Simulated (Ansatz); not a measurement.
**PtS2: input, output and frames of a trajectory**

These are results of DFT PBE+D3(BJ), scalar-relativistic, plane waves, PAW in Ansatz, not measurements. Settings: plane waves to 420 eV, k-mesh 2×2×2 (shifted by 0.5, 0.5, 0.5 steps), Fermi–Dirac smearing 0.02 eV. The mesh is coarse. Spin–orbit coupling is left out, which can shift energies with elements as heavy as these. No spin polarisation.

18 atoms, starting at 1.00 times the perfect crystal's volume (space group P-3m1, the cell as given, not relaxed at this level); Langevin thermostat at 200 K (friction 0.005 fs⁻¹), fixed cell; 15 steps of 3 fs. The run is short and not equilibrated.

The run converged.

Command:
```bash
ansatz run input.yaml --threads 4 --pin off --max-ram 5120MiB --backend cpu --events-out ev --progress --plain --runs-dir out
```

Input:
```yaml
crystal:
  lattice:
    - [5.3147992137, -3.0685007567, 0.0]
    - [-5.3147992137, -3.0685007567, 0.0]
    - [0.0, 0.0, -10.0776]
  atoms:
    - { symbol: Pt, position: [0.3333333333, 0.6666666667, 0.5] }
    - { symbol: Pt, position: [0.3333333333, 0.6666666667, 0.0] }
    - { symbol: Pt, position: [0.6666666667, 0.3333333333, 0.5] }
    - { symbol: Pt, position: [0.6666666667, 0.3333333333, 0.0] }
    - { symbol: Pt, position: [0.0, 0.0, 0.5] }
    - { symbol: Pt, position: [0.0, 0.0, 0.0] }
    - { symbol: S, position: [1.0, 0.3333333333, 0.375] }
    - { symbol: S, position: [1.0, 0.3333333333, 0.875] }
    - { symbol: S, position: [0.3333333333, 1.0, 0.375] }
    - { symbol: S, position: [0.3333333333, 1.0, 0.875] }
    - { symbol: S, position: [0.6666666667, 0.6666666667, 0.375] }
    - { symbol: S, position: [0.6666666667, 0.6666666667, 0.875] }
    - { symbol: S, position: [0.3333333333, 0.3333333333, 0.125] }
    - { symbol: S, position: [0.3333333333, 0.3333333333, 0.625] }
    - { symbol: S, position: [0.6666666667, 1.0, 0.125] }
    - { symbol: S, position: [0.6666666667, 1.0, 0.625] }
    - { symbol: S, position: [0.0, 0.6666666667, 0.125] }
    - { symbol: S, position: [0.0, 0.6666666667, 0.625] }
basis:
  ecutwfc: 420
kpoints:
  mp_grid: { grid: [2, 2, 2], shift: [0.5, 0.5, 0.5] }
hamiltonian:
  xc: pbe
  dispersion: d3bj
scf:
  occupations: { method: fermi_dirac, width: 0.02 }
  lower_state_search: "off"
  convergence: { dr2_threshold: 1.0e-07 }
output:
  forces: true
  stress: true
md:
  timestep: 3.0
  n_steps: 15
  ensemble: nvt_langevin
  temperature: 200.0
  initial_velocities: maxwell_boltzmann
  seed: 48364
  friction: 0.005
```

Output (its end):
```
...
SCF converged after 7 iterations
Free energy (F): -85976.387041 eV
Harris-Foulkes:  -85976.387041 eV  (|F-HF|=4.51e-9)
Internal energy: -85976.387041 eV  (E = F + TS)
E sigma→0 (E₀):  -85976.387041 eV
Fermi energy:    11.310146 eV
--- Per-component energies (eV) ---
  E_band       = -1899.339303
  E_kinetic    = 5112.410364
  E_local      = -18367.107775  (includes V_loc(G=0)·N_el)
  E_nonlocal   = 1531.923427
  E_hartree    = 7241.383588
  E_xc         = -2740.300791
  E_vxc        = -2872.440676  (∫ρ·V_xc dr)
  E_paw        = -63923.897718  (= ΣΔE_a)
  E_vpaw       = -1786.903660  (= ΣTr[D̂ρ^β])
  E_aug_tail   = 0.001158  (compensation charges beyond the density's cutoff)
  E_ewald      = -14823.166771
  E_disp       = -7.632522  (pairwise vdW)
  E_smearing   = -0.000000  (= −TS)
  E_closure    = 0.000000  (closes the sum)
  Σ components = -85976.387041   (vs F -85976.387041, Δ=0.00e0)
--- Forces (eV/Å), atoms counted from 1 ---
  atom   1  Pt     0.41895098    -0.40099652     0.15189333
  atom   2  Pt     0.19152538    -0.04329435     0.58361420
  atom   3  Pt     0.73588289     0.51699335     0.15188824
  atom   4  Pt     0.15302332     0.38210536    -0.07637246
  atom   5  Pt    -0.82598548    -0.47682025     0.71951913
  atom   6  Pt    -0.13570255    -0.40585787     0.50223590
  atom   7  S     -0.60699901    -0.15867404     0.20194458
  atom   8  S     -0.07590326    -0.13060243     0.25839920
  atom   9  S     -0.46754352     0.33426945    -0.02270515
  atom  10  S     -0.43673160    -0.06030177    -0.05654765
  atom  11  S     -0.22661804    -0.16836032     0.26626734
  atom  12  S      0.56127673    -0.35969501     0.63982668
  atom  13  S      0.29741514    -0.01304885    -0.60642335
  atom  14  S      0.48912096    -0.09838866    -0.55780133
  atom  15  S     -0.38412071     0.08126419    -0.71882529
  atom  16  S      0.21681903    -0.01557406    -0.47621299
  atom  17  S     -0.15347206     0.65440097    -0.49392239
  atom  18  S      0.24908098     0.36261236    -0.46676712
  max |Σ_I F_I| component: 3.15e-5 eV/Å
--- Stress (GPa, compression-positive) ---
        3.506127       0.569614      -1.077182
        0.569614       2.826544      -0.916064
       -1.077183      -0.916064       1.195377
  P = ⅓ Tr σ = 2.5093 GPa (25.093 kbar)
--- MD trajectory: 15 steps, t = 0.0 → 45.0 fs ---
  final state: T = 155.8 K   F+E_penalty+E_count = -85976.38704107 eV   E_kin = 0.362580 eV
```

Frames along the run (Å, eV/Å; dE is the potential energy from the first frame):

```xyz
18
Lattice="5.315 -3.068 0.000 -5.315 -3.068 0.000 0.000 0.000 -10.078" Properties=species:S:1:pos:R:3:forces:R:3 pbc="T T T" time_fs=0.00 dE_eV=0.0000 T_K=189
Pt   -1.772   -3.069   -5.039    0.000    0.000    0.000
Pt   -1.772   -3.069    0.000    0.000    0.000    0.000
Pt    1.772   -3.069   -5.039    0.000    0.000    0.000
Pt    1.772   -3.069    0.000    0.000    0.000    0.000
Pt    0.000    0.000   -5.039    0.000    0.000    0.000
Pt    0.000    0.000    0.000    0.000    0.000    0.000
S     3.543   -4.091   -3.779    0.000    0.035   -0.297
S     3.543   -4.091   -8.818    0.000    0.035   -0.297
S    -3.543   -4.091   -3.779    0.000    0.035   -0.297
S    -3.543   -4.091   -8.818    0.000    0.035   -0.297
S     0.000   -4.091   -3.779    0.000    0.035   -0.297
S     0.000   -4.091   -8.818    0.000    0.035   -0.297
S     0.000   -2.046   -1.260    0.000   -0.035    0.297
S     0.000   -2.046   -6.298    0.000   -0.035    0.297
S    -1.772   -5.114   -1.260    0.000   -0.035    0.297
S    -1.772   -5.114   -6.298    0.000   -0.035    0.297
S    -3.543   -2.046   -1.260    0.000   -0.035    0.297
S    -3.543   -2.046   -6.298    0.000   -0.035    0.297
18
Lattice="5.315 -3.068 0.000 -5.315 -3.068 0.000 0.000 0.000 -10.078" Properties=species:S:1:pos:R:3:forces:R:3 pbc="T T T" time_fs=3.00 dE_eV=-0.0041 T_K=183
Pt   -1.773   -3.066   -5.038    0.058    0.015    0.107
Pt   -1.775   -3.071   -0.004    0.066    0.001    0.037
Pt    1.770   -3.070   -5.039    0.068    0.111    0.105
Pt    1.770   -3.072    0.000    0.027   -0.007   -0.093
Pt    0.002    0.004   -5.040    0.048   -0.013    0.122
Pt    0.000   -0.001    0.000    0.076   -0.057    0.004
S     3.560   -4.084   -3.778   -0.158   -0.013   -0.310
S     3.540   -4.080   -8.825    0.043   -0.118   -0.227
S    -3.531   -4.094   -3.770   -0.115    0.063   -0.378
S    -3.538   -4.103   -8.820   -0.051    0.156   -0.260
S     0.003   -4.085   -3.778   -0.020   -0.013   -0.301
S     0.001   -4.086   -8.830   -0.047   -0.028   -0.176
S     0.003   -2.050   -1.256   -0.053    0.002    0.245
S    -0.008   -2.041   -6.295    0.085   -0.064    0.257
S    -1.769   -5.127   -1.252   -0.011    0.078    0.211
S    -1.776   -5.111   -6.290    0.035   -0.052    0.215
S    -3.540   -2.052   -1.262   -0.046   -0.007    0.285
S    -3.543   -2.042   -6.287   -0.005   -0.055    0.159
18
Lattice="5.315 -3.068 0.000 -5.315 -3.068 0.000 0.000 0.000 -10.078" Properties=species:S:1:pos:R:3:forces:R:3 pbc="T T T" time_fs=9.00 dE_eV=0.0374 T_K=172
Pt   -1.775   -3.058   -5.036    0.178   -0.009    0.276
Pt   -1.781   -3.074   -0.010    0.235   -0.048    0.106
Pt    1.768   -3.073   -5.040    0.206    0.318    0.283
Pt    1.767   -3.079    0.002    0.063   -0.020   -0.369
Pt    0.008    0.011   -5.043    0.082   -0.021    0.300
Pt   -0.001   -0.002    0.003    0.212   -0.193   -0.021
S     3.595   -4.070   -3.779   -0.484   -0.103   -0.279
S     3.529   -4.061   -8.839    0.185   -0.397   -0.036
S    -3.508   -4.098   -3.754   -0.315    0.089   -0.492
S    -3.529   -4.125   -8.829   -0.154    0.387   -0.124
S     0.009   -4.078   -3.779   -0.049   -0.064   -0.273
S     0.004   -4.079   -8.855   -0.156   -0.127    0.115
S     0.006   -2.058   -1.246   -0.125    0.062    0.121
S    -0.024   -2.033   -6.288    0.258   -0.115    0.152
S    -1.764   -5.151   -1.236   -0.046    0.292    0.020
S    -1.783   -5.103   -6.274    0.096   -0.090    0.068
S    -3.529   -2.069   -1.266   -0.205    0.103    0.258
S    -3.543   -2.037   -6.266    0.018   -0.063   -0.106
18
Lattice="5.315 -3.068 0.000 -5.315 -3.068 0.000 0.000 0.000 -10.078" Properties=species:S:1:pos:R:3:forces:R:3 pbc="T T T" time_fs=12.00 dE_eV=0.0785 T_K=162
Pt   -1.776   -3.054   -5.034    0.229   -0.060    0.352
Pt   -1.784   -3.075   -0.013    0.325   -0.084    0.132
Pt    1.766   -3.074   -5.040    0.273    0.402    0.340
Pt    1.766   -3.083    0.004    0.094   -0.013   -0.527
Pt    0.012    0.015   -5.045    0.057   -0.049    0.380
Pt    0.000   -0.002    0.004    0.273   -0.254   -0.025
S     3.610   -4.063   -3.782   -0.629   -0.139   -0.234
S     3.523   -4.055   -8.847    0.261   -0.494    0.073
S    -3.498   -4.100   -3.749   -0.404    0.104   -0.517
S    -3.525   -4.135   -8.834   -0.192    0.495   -0.039
S     0.013   -4.075   -3.780   -0.073   -0.075   -0.250
S     0.004   -4.075   -8.869   -0.197   -0.189    0.278
S     0.009   -2.061   -1.241   -0.155    0.084    0.062
S    -0.032   -2.030   -6.282    0.354   -0.119    0.075
S    -1.758   -5.161   -1.228   -0.100    0.370   -0.081
S    -1.786   -5.099   -6.268    0.130   -0.115    0.010
S    -3.522   -2.076   -1.265   -0.300    0.155    0.217
S    -3.544   -2.039   -6.256    0.055   -0.019   -0.246
18
Lattice="5.315 -3.068 0.000 -5.315 -3.068 0.000 0.000 0.000 -10.078" Properties=species:S:1:pos:R:3:forces:R:3 pbc="T T T" time_fs=15.00 dE_eV=0.1317 T_K=151
Pt   -1.776   -3.049   -5.033    0.269   -0.131    0.445
Pt   -1.786   -3.076   -0.015    0.410   -0.128    0.180
Pt    1.765   -3.075   -5.040    0.340    0.460    0.379
Pt    1.765   -3.086    0.005    0.140    0.002   -0.667
Pt    0.016    0.019   -5.047    0.010   -0.094    0.465
Pt    0.000   -0.003    0.004    0.342   -0.316    0.000
S     3.624   -4.057   -3.784   -0.756   -0.162   -0.183
S     3.520   -4.050   -8.853    0.322   -0.577    0.166
S    -3.488   -4.103   -3.744   -0.481    0.121   -0.536
S    -3.521   -4.145   -8.839   -0.236    0.599    0.041
S     0.018   -4.072   -3.781   -0.107   -0.095   -0.222
S     0.004   -4.072   -8.882   -0.233   -0.246    0.435
S     0.009   -2.063   -1.236   -0.165    0.107   -0.008
S    -0.041   -2.030   -6.274    0.451   -0.102   -0.016
S    -1.751   -5.168   -1.219   -0.175    0.436   -0.195
S    -1.791   -5.094   -6.261    0.179   -0.145   -0.057
S    -3.515   -2.082   -1.263   -0.400    0.203    0.154
S    -3.545   -2.043   -6.246    0.090    0.068   -0.382
18
Lattice="5.315 -3.068 0.000 -5.315 -3.068 0.000 0.000 0.000 -10.078" Properties=species:S:1:pos:R:3:forces:R:3 pbc="T T T" time_fs=21.00 dE_eV=0.2434 T_K=110
Pt   -1.778   -3.040   -5.029    0.312   -0.246    0.594
Pt   -1.788   -3.078   -0.021    0.516   -0.166    0.277
Pt    1.762   -3.074   -5.039    0.464    0.539    0.391
Pt    1.763   -3.093    0.006    0.247    0.097   -0.838
Pt    0.024    0.028   -5.050   -0.149   -0.202    0.596
Pt    0.003   -0.003    0.003    0.427   -0.419    0.086
S     3.645   -4.044   -3.790   -0.937   -0.207   -0.083
S     3.518   -4.046   -8.863    0.373   -0.673    0.311
S    -3.473   -4.106   -3.740   -0.614    0.155   -0.507
S    -3.513   -4.154   -8.847   -0.312    0.667    0.157
S     0.027   -4.064   -3.785   -0.188   -0.160   -0.131
S     0.002   -4.065   -8.905   -0.244   -0.356    0.719
S     0.009   -2.066   -1.225   -0.140    0.131   -0.158
S    -0.056   -2.030   -6.259    0.650   -0.040   -0.206
S    -1.739   -5.177   -1.202   -0.334    0.500   -0.428
S    -1.802   -5.086   -6.248    0.301   -0.179   -0.191
S    -3.507   -2.094   -1.256   -0.534    0.310   -0.004
S    -3.547   -2.051   -6.234    0.162    0.248   -0.587
18
Lattice="5.315 -3.068 0.000 -5.315 -3.068 0.000 0.000 0.000 -10.078" Properties=species:S:1:pos:R:3:forces:R:3 pbc="T T T" time_fs=24.00 dE_eV=0.2910 T_K=99
Pt   -1.778   -3.036   -5.028    0.316   -0.283    0.649
Pt   -1.788   -3.079   -0.024    0.525   -0.168    0.312
Pt    1.760   -3.074   -5.037    0.521    0.580    0.380
Pt    1.763   -3.097    0.005    0.287    0.151   -0.842
Pt    0.029    0.033   -5.050   -0.242   -0.255    0.643
Pt    0.005   -0.004    0.003    0.435   -0.458    0.152
S     3.651   -4.038   -3.792   -0.986   -0.232   -0.034
S     3.520   -4.048   -8.868    0.361   -0.675    0.369
S    -3.467   -4.107   -3.740   -0.673    0.181   -0.470
S    -3.510   -4.155   -8.850   -0.328    0.644    0.186
S     0.029   -4.059   -3.789   -0.207   -0.195   -0.066
S    -0.001   -4.063   -8.913   -0.206   -0.393    0.823
S     0.010   -2.066   -1.218   -0.123    0.117   -0.250
S    -0.063   -2.029   -6.251    0.745   -0.008   -0.304
S    -1.733   -5.181   -1.193   -0.406    0.517   -0.544
S    -1.807   -5.082   -6.242    0.355   -0.191   -0.255
S    -3.506   -2.099   -1.252   -0.550    0.364   -0.083
S    -3.546   -2.052   -6.229    0.175    0.305   -0.668
18
Lattice="5.315 -3.068 0.000 -5.315 -3.068 0.000 0.000 0.000 -10.078" Properties=species:S:1:pos:R:3:forces:R:3 pbc="T T T" time_fs=30.00 dE_eV=0.3500 T_K=81
Pt   -1.778   -3.029   -5.024    0.302   -0.333    0.691
Pt   -1.787   -3.081   -0.030    0.508   -0.139    0.379
Pt    1.757   -3.073   -5.036    0.631    0.666    0.343
Pt    1.764   -3.102    0.005    0.306    0.232   -0.746
Pt    0.039    0.042   -5.052   -0.449   -0.364    0.744
Pt    0.011   -0.004    0.003    0.361   -0.511    0.274
S     3.655   -4.027   -3.797   -0.989   -0.245    0.039
S     3.528   -4.057   -8.877    0.270   -0.613    0.453
S    -3.462   -4.110   -3.745   -0.717    0.241   -0.376
S    -3.503   -4.152   -8.852   -0.361    0.538    0.211
S     0.029   -4.050   -3.795   -0.220   -0.253    0.051
S    -0.014   -4.060   -8.923   -0.011   -0.426    0.943
S     0.011   -2.061   -1.207   -0.062    0.062   -0.409
S    -0.070   -2.024   -6.236    0.859    0.017   -0.471
S    -1.728   -5.182   -1.179   -0.483    0.472   -0.730
S    -1.809   -5.077   -6.229    0.393   -0.196   -0.374
S    -3.509   -2.108   -1.242   -0.533    0.490   -0.258
S    -3.542   -2.050   -6.225    0.196    0.361   -0.764
18
Lattice="5.315 -3.068 0.000 -5.315 -3.068 0.000 0.000 0.000 -10.078" Properties=species:S:1:pos:R:3:forces:R:3 pbc="T T T" time_fs=33.00 dE_eV=0.3548 T_K=90
Pt   -1.778   -3.025   -5.021    0.301   -0.364    0.655
Pt   -1.786   -3.082   -0.033    0.477   -0.109    0.410
Pt    1.757   -3.071   -5.035    0.667    0.667    0.316
Pt    1.766   -3.105    0.005    0.291    0.275   -0.659
Pt    0.043    0.046   -5.052   -0.535   -0.404    0.774
Pt    0.014   -0.003    0.004    0.284   -0.528    0.329
S     3.654   -4.024   -3.801   -0.951   -0.226    0.088
S     3.535   -4.063   -8.878    0.199   -0.553    0.453
S    -3.463   -4.111   -3.749   -0.708    0.277   -0.316
S    -3.499   -4.147   -8.851   -0.377    0.448    0.197
S     0.031   -4.046   -3.797   -0.237   -0.270    0.101
S    -0.022   -4.060   -8.925    0.119   -0.422    0.958
S     0.011   -2.059   -1.202   -0.015    0.033   -0.467
S    -0.070   -2.021   -6.229    0.864    0.020   -0.538
S    -1.726   -5.179   -1.175   -0.506    0.403   -0.780
S    -1.807   -5.076   -6.222    0.397   -0.173   -0.429
S    -3.514   -2.113   -1.237   -0.476    0.558   -0.332
S    -3.540   -2.048   -6.227    0.205    0.367   -0.758
18
Lattice="5.315 -3.068 0.000 -5.315 -3.068 0.000 0.000 0.000 -10.078" Properties=species:S:1:pos:R:3:forces:R:3 pbc="T T T" time_fs=36.00 dE_eV=0.3456 T_K=98
Pt   -1.777   -3.021   -5.017    0.306   -0.394    0.578
Pt   -1.784   -3.083   -0.036    0.435   -0.083    0.444
Pt    1.757   -3.068   -5.035    0.683    0.641    0.288
Pt    1.768   -3.107    0.004    0.256    0.317   -0.547
Pt    0.047    0.050   -5.052   -0.611   -0.441    0.786
Pt    0.017   -0.004    0.004    0.192   -0.526    0.399
S     3.649   -4.022   -3.805   -0.895   -0.207    0.143
S     3.541   -4.070   -8.877    0.129   -0.471    0.425
S    -3.467   -4.111   -3.754   -0.678    0.305   -0.256
S    -3.494   -4.140   -8.849   -0.409    0.334    0.168
S     0.032   -4.044   -3.800   -0.240   -0.257    0.151
S    -0.030   -4.059   -8.923    0.256   -0.417    0.932
S     0.010   -2.057   -1.197    0.053    0.010   -0.524
S    -0.066   -2.018   -6.223    0.832    0.004   -0.586
S    -1.725   -5.176   -1.173   -0.513    0.320   -0.808
S    -1.803   -5.075   -6.217    0.384   -0.132   -0.469
S    -3.520   -2.116   -1.233   -0.400    0.620   -0.396
S    -3.539   -2.046   -6.230    0.221    0.375   -0.728
18
Lattice="5.315 -3.068 0.000 -5.315 -3.068 0.000 0.000 0.000 -10.078" Properties=species:S:1:pos:R:3:forces:R:3 pbc="T T T" time_fs=42.00 dE_eV=0.2878 T_K=135
Pt   -1.776   -3.014   -5.007    0.371   -0.417    0.310
Pt   -1.780   -3.084   -0.042    0.291   -0.047    0.533
Pt    1.758   -3.060   -5.036    0.725    0.554    0.195
Pt    1.771   -3.110    0.003    0.175    0.380   -0.244
Pt    0.055    0.057   -5.050   -0.767   -0.491    0.762
Pt    0.022   -0.006    0.006   -0.018   -0.450    0.490
S     3.634   -4.016   -3.809   -0.719   -0.168    0.195
S     3.551   -4.089   -8.872   -0.006   -0.262    0.324
S    -3.479   -4.107   -3.766   -0.560    0.340   -0.104
S    -3.486   -4.121   -8.838   -0.450    0.060    0.032
S     0.033   -4.042   -3.804   -0.240   -0.203    0.242
S    -0.043   -4.059   -8.910    0.482   -0.390    0.769
S     0.004   -2.055   -1.192    0.220   -0.015   -0.598
S    -0.052   -2.009   -6.216    0.640   -0.057   -0.589
S    -1.729   -5.169   -1.175   -0.443    0.158   -0.773
S    -1.790   -5.074   -6.212    0.289   -0.040   -0.483
S    -3.534   -2.117   -1.226   -0.242    0.668   -0.480
S    -3.535   -2.041   -6.241    0.251    0.380   -0.581
18
Lattice="5.315 -3.068 0.000 -5.315 -3.068 0.000 0.000 0.000 -10.078" Properties=species:S:1:pos:R:3:forces:R:3 pbc="T T T" time_fs=45.00 dE_eV=0.2485 T_K=156
Pt   -1.776   -3.011   -5.002    0.419   -0.401    0.152
Pt   -1.777   -3.084   -0.045    0.192   -0.043    0.584
Pt    1.759   -3.056   -5.036    0.736    0.517    0.152
Pt    1.772   -3.109    0.002    0.153    0.382   -0.076
Pt    0.058    0.060   -5.048   -0.826   -0.477    0.720
Pt    0.025   -0.008    0.008   -0.136   -0.406    0.502
S     3.624   -4.012   -3.809   -0.607   -0.159    0.202
S     3.557   -4.100   -8.869   -0.076   -0.131    0.258
S    -3.488   -4.103   -3.774   -0.468    0.334   -0.023
S    -3.484   -4.111   -8.831   -0.437   -0.060   -0.057
S     0.033   -4.041   -3.805   -0.227   -0.168    0.266
S    -0.048   -4.061   -8.900    0.561   -0.360    0.640
S     0.002   -2.055   -1.192    0.297   -0.013   -0.606
S    -0.041   -2.004   -6.215    0.489   -0.098   -0.558
S    -1.732   -5.166   -1.179   -0.384    0.081   -0.719
S    -1.780   -5.072   -6.210    0.217   -0.016   -0.476
S    -3.540   -2.115   -1.223   -0.153    0.654   -0.494
S    -3.532   -2.038   -6.249    0.249    0.363   -0.467
```